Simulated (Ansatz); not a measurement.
# BN (F-43m) in Ansatz: settings compared

Aim: see how the results for BN move with the level of theory and the settings. Levels: BLYP, PBEsol. Tasks: band structure, elastic constants.

Program: Ansatz 0.2.0. These are calculated values, not measurements. Logs are shortened: lines on timing, memory, paths and dates and some standing lists are left out, and cuts for length are marked.

**Measured values to compare with.**

A printed reference work, monograph reports, for a bulk crystal of BN at 300 K: band gap 6.4 eV (indirect).

The results are compared with them further down.

### Step 1. The structure

Symmetry: F-43m, No. 216, cubic system. Conventional cell: a = 3.626 Å, b = 3.626 Å, c = 3.626 Å, α = 90.00°, β = 90.00°, γ = 90.00°. N (site symmetry -43m) has 4 B at 1.57 Å as nearest neighbours. Around B (site symmetry -43m) lie 4 N at 1.57 Å.

The cell is a database's computed one.

### Step 2. Band structure, BLYP

Input file input.yaml:

```yaml
crystal:
  lattice:
    - [0.0, 1.813001, 1.813001]
    - [1.813001, 0.0, 1.813001]
    - [1.813001, 1.813001, 0.0]
  atoms:
    - { symbol: "N", position: [0.25, 0.25, 0.25] }
    - { symbol: B, position: [0.0, 0.0, 0.0] }
kpoints:
  mp_grid: { grid: [13, 13, 13] }
  band_path:
    path:
      - [0.0, 0.0, 0.0]
      - [0.5, 0.0, 0.5]
      - [0.5, 0.25, 0.75]
      - [0.375, 0.375, 0.75]
      - [0.0, 0.0, 0.0]
      - [0.5, 0.5, 0.5]
      - [0.625, 0.25, 0.625]
      - [0.5, 0.25, 0.75]
    npoints: 10
scf:
  occupations: { method: fermi_dirac, width: 0.05 }
hamiltonian:
  xc: blyp
  pseudopotentials: { kind: all_electron, lapw: { basis_error: 0.001 } }
output:
  forces: true
  stress: true
  eigenvalues: true
```

Potentials or basis: all-electron LAPW, scalar-relativistic.

On the command line:

```sh
> ansatz run input.yaml --threads 1 --pin off --max-ram 3072MiB --backend cpu --events-out ev --progress --plain --runs-dir out
```

Log:

```text
Warning: RAYON_NUM_THREADS=1 ignored (pool sized by the plan → 1); use --threads N
LAPW: plane waves up to 10.840 Å⁻¹, error target 1.0e-3 eV per atom; small_component_spin mean_spin; B in spheres of 0.739 Å, 5 of its electrons in bands, Dirac shells []; N in spheres of 0.831 Å, 7 of its electrons in bands, Dirac shells [] (how accurate: hamiltonian.pseudopotentials.lapw.basis_error, Limitations)
Engine: ansatz 0.2.0, aarch64-unknown-linux-gnu
Pseudopotentials: kind: all_electron
Pseudopotential: N, LAPW, valence charge 7, lapw/all_electron/scalar/gaussian/N, Koelling and Harmon's equation, gaussian nucleus
Pseudopotential: B, LAPW, valence charge 5, lapw/all_electron/scalar/gaussian/B, Koelling and Harmon's equation, gaussian nucleus
Functional definition: BLYP
  parameter beta = 0.0042
  parameter a = 0.04918
  parameter b = 0.132
  parameter c = 0.2533
  parameter d = 0.349
  exchange = b88_x(beta = beta)
  correlation = lyp_c(a = a, b = b, c = c, d = d)
Crystal: 2 atoms, lattice volume = 11.919 Å³
Basis set: ecut = 447.67410671352167 eV, 259 PW (Γ), exchange–correlation at level 2
Bands: 10, of which v1, the nominal top of the filled ones, is band 6 counted from 1 (5 counted from 0)
Symmetry: 24 space group operations
Space group: F-43m (ITA 216), of the structure as read, at distance tolerance 2.3e-5 Å
k-points: 84 of 2197 (time reversal used)
Non-local potential: N, projectors of the file, none
Non-local potential: B, projectors of the file, none
Initial density: superposition of atomic densities (chi_scale 0.1, normalization cell, long waves kept (reshape's long-wave potential 0.00 eV rms))
Initial wavefunctions: plane waves of lowest kinetic energy (no species holds an atomic orbital)
Functional: x = b88, c = lyp
iter 1 solved again at ethr=2.19e-2 eV; its pass at ethr=1.00e-1 eV (dr2=2.63e0 eV) is discarded
SCF iter   1: F=—  HF=-2171.529513 eV  |F-HF|=—  |Δ(HF+E_count)|=         —  Δρ=1.66e-1  dr2=2.63e0  ethr=2.19e-2  ⟨swp⟩=2.0  Hψ=6445  notcnv=0
preconditioner: auto → none  [insulator: Δε(μ)=6.647 eV  Ē_g=20.408 eV  σ=0.050 eV  W_gap=1.00  n_scr=0 (ndim 8)  ℏωp=30.4 eV  f_vac=0.000  D(μ)=0.00/eV (n_scr^D=0)  ε∞_Penn≈3.2]
SCF iter   2: F=—  HF=-2170.521946 eV  |F-HF|=—  |Δ(HF+E_count)|=    1.01e0  Δρ=5.84e-2  dr2=2.69e-1  ethr=2.19e-2  ⟨swp⟩=2.1  Hψ=2477  notcnv=0
SCF iter   3: F=—  HF=-2170.419796 eV  |F-HF|=—  |Δ(HF+E_count)|=   1.02e-1  Δρ=2.70e-2  dr2=5.97e-2  ethr=2.24e-3  ⟨swp⟩=2.3  Hψ=2550  notcnv=0
iter 4 solved again at ethr=3.21e-5 eV; its pass at ethr=4.97e-4 eV (dr2=3.86e-3 eV) is discarded
SCF iter   4: F=—  HF=-2170.412399 eV  |F-HF|=—  |Δ(HF+E_count)|=         —  Δρ=6.90e-3  dr2=3.85e-3  ethr=3.21e-5  ⟨swp⟩=2.0  Hψ=4200  notcnv=0
the basis was enlarged: its passes take 33.2 KiB over the memory plan, 1 of 1 planned eigensolver slots
SCF iter   5: F=—  HF=-2170.412233 eV  |F-HF|=—  |Δ(HF+E_count)|=   1.66e-4  Δρ=8.26e-4  dr2=4.94e-5  ethr=3.21e-5  ⟨swp⟩=2.0  Hψ=2382  notcnv=0
SCF iter   6: F=—  HF=-2170.412243 eV  |F-HF|=—  |Δ(HF+E_count)|=   9.63e-6  Δρ=4.58e-5  dr2=1.30e-7  ethr=4.12e-7  ⟨swp⟩=2.0  Hψ=2184  notcnv=0
SCF iter   7: F=-2170.412243 eV  HF=-2170.412243 eV  |F-HF|=1.46e-10  |Δ(HF+E_count)|=   9.37e-8  Δρ=2.53e-6  dr2=4.10e-10  ethr=1.08e-9  ⟨swp⟩=3.0  Hψ=2467  notcnv=0
SCF 1 converged in 7 iterations: F = -2170.412243 eV  dr2 = 4.10e-10
NSCF: frozen V_eff on 71 k-points
SCF converged after 7 iterations
Free energy (F): -2170.412243 eV
Harris-Foulkes:  -2170.412243 eV  (|F-HF|=1.46e-10)
Internal energy: -2170.412243 eV  (E = F + TS)
E sigma→0 (E₀):  -2170.412243 eV
Fermi energy:    14.095959 eV
--- Per-component energies (eV) ---
  E_band       = -1020.059826
  E_kinetic    = 2166.746370
  E_xc         = -302.546709
  E_electrostatic = -4034.611904  (all electrons and nuclei)
  E_smearing   = -0.000000  (= −TS)
  E_closure    = 0.000000  (closes the sum)
  E_atoms      = -2154.132880  (free atoms, spherical and without spin; not in F)
  Σ components = -2170.412243   (vs F -2170.412243, Δ=0.00e0)
  Basis errors (estimates in eV, not in F): energy 5.4e-4 per atom: plane waves 5.1e-4 (3.1e-4 summed), levels above the bands 4.1e-138, relativity 7.6e-8, radial functions 2.9e-5, core shells 0.0e0; eigenvalues (radial functions only) 5.6e-6; not estimated: angular momenta, meshes, grids; target (lapw.basis_error) 1.0e-3; muffin-tin radii B 0.739 Å, N 0.831 Å
--- Forces (eV/Å), atoms counted from 1 ---
  atom   1  N     -0.00000000     0.00000000     0.00000000
  atom   2  B      0.00000000     0.00000000     0.00000000
  max |Σ_I F_I| component: 3.70e-17 eV/Å
--- Stress (GPa, compression-positive) ---
        6.619548       0.000000       0.000000
        0.000000       6.619548       0.000000
        0.000000       0.000000       6.619548
  P = ⅓ Tr σ = 6.6195 GPa (66.195 kbar)
--- Band table (eV; the first three rows and the last of 84) ---
  k-point 0: bands = ["-363.9659", "-161.7570", "-8.2791", "11.6418", "11.6418", "11.6418", "20.5171", "20.5171", "20.5171", "22.1488"]
  k-point 1: bands = ["-363.9659", "-161.7570", "-8.1376", "10.8836", "11.4912", "11.4912", "20.7167", "20.7468", "20.7468", "22.5944"]
  k-point 2: bands = ["-363.9659", "-161.7570", "-7.7181", "9.0768", "11.1129", "11.1129", "21.0311", "21.3049", "21.3049", "23.7245"]
  k-point 83: bands = ["-363.9659", "-161.7568", "-2.6394", "4.0076", "4.9012", "5.7983", "21.3642", "24.7164", "25.7880", "27.1900"]
```

Wall time 9.9 s (1 thread of Arm Neoverse V2, shared host); peak memory 0.25 GiB.

What came out:

| Property | Result |
| --- | --- |
| Free energy | -2170.4122 eV |
| Pressure | 6.6 GPa |
| Band gap on the k mesh | 4.92 eV, indirect (least direct gap 8.88 eV) |
| Band gap along the path | 4.85 eV, indirect (least direct gap 8.88 eV) |

Levels at the corners of the path, in eV from the valence-band top:
| point | band 4 | band 5 | band 6 | band 7 | band 8 | band 9 |
| --- | --- | --- | --- | --- | --- | --- |
| Γ | 0.00 | 0.00 | 0.00 | 8.88 | 8.88 | 8.88 |
| X | -8.69 | -4.78 | -4.78 | 4.85 | 9.47 | 17.75 |
| W | -7.42 | -6.74 | -6.28 | 9.85 | 13.32 | 14.58 |
| K | -7.93 | -7.41 | -3.97 | 7.23 | 12.99 | 15.73 |
| Γ | 0.00 | 0.00 | 0.00 | 8.88 | 8.88 | 8.88 |
| L | -10.39 | -1.90 | -1.90 | 10.24 | 10.80 | 10.80 |
| U | -7.93 | -7.41 | -3.97 | 7.23 | 12.99 | 15.73 |
| W | -7.42 | -6.74 | -6.28 | 9.85 | 13.32 | 14.58 |

### Step 3. Elastic constants, PBEsol

Input file input.yaml:

```yaml
crystal:
  lattice:
    - [0.0, 1.813001, 1.813001]
    - [1.813001, 0.0, 1.813001]
    - [1.813001, 1.813001, 0.0]
  atoms:
    - { symbol: "N", position: [0.25, 0.25, 0.25] }
    - { symbol: B, position: [0.0, 0.0, 0.0] }
kpoints:
  mp_grid: { grid: [10, 10, 10] }
scf:
  occupations: { method: fermi_dirac, width: 0.05 }
hamiltonian:
  xc: pbesol
  pseudopotentials: { kind: all_electron, lapw: { basis_error: 0.001 } }
output:
  forces: true
  stress: true
elastic:
  mode: clamped_ion
  stencil: two_point
```

Potentials or basis: all-electron LAPW, scalar-relativistic.

On the command line:

```sh
> ansatz run input.yaml --threads 1 --pin off --max-ram 3072MiB --backend cpu --events-out ev --progress --plain --runs-dir out
```

Run time: 47 s. Hardware: 1 thread of Arm Neoverse V2, shared host; peak memory 0.32 GiB.

The run converged. Its results:

* Free energy: -2160.2560 eV
* Pressure: -6.3 GPa
* Band gap on the k mesh: 4.28 eV, indirect (least direct gap 8.72 eV)
* Clamped-ion elastic constants C11, C12, C44: 764, 162, 440 GPa
* Voigt bulk modulus: 363 GPa

Levels at points of the mesh, in eV from the valence-band top:
```
             k point  band 3  band 4  band 5  band 6  band 7  band 8  band 9  band 10
  (0.00, 0.00, 0.00)  -20.15    0.00    0.00    0.00    8.72    8.72    8.72    10.12
 (0.00, 0.00, -0.50)  -15.92  -10.69   -1.93   -1.93    9.97   10.58   10.58    14.99
(0.00, -0.50, -0.50)  -14.56   -8.90   -4.89   -4.89    4.28    9.04   17.74    17.74
```

Elastic tensor in Voigt notation (GPa, ions clamped, in the Cartesian axes of the cell as first typed):
```
764 162 162   0   0   0
162 764 162   0   0   0
162 162 764   0   0   0
  0   0   0 440   0   0
  0   0   0   0 440   0
  0   0   0   0   0 440
```

Caveat: the cell is more than 3 GPa from zero pressure, which shifts response properties.

### Step 4. Comparison with measurements

Step 2. Measured gap of BN: 6.4 eV (indirect; 300 K; a printed reference work, monograph). This calculation gives 4.85 eV (-1.55 eV). The value is that of BLYP, without temperature or zero-point motion. Semilocal functionals fall short of measured gaps as a rule. The cell is a database's relaxed one, not the measured one, which moves gaps too.

Step 3. Measured gap of BN: 6.4 eV (indirect; 300 K; a printed reference work, monograph). This calculation gives 4.28 eV (-2.12 eV). The value is that of PBEsol on a finite k mesh, which can miss the band edges, without temperature or zero-point motion. Semilocal functionals fall short of measured gaps as a rule. The cell is a database's relaxed one, not the measured one, which moves gaps too.
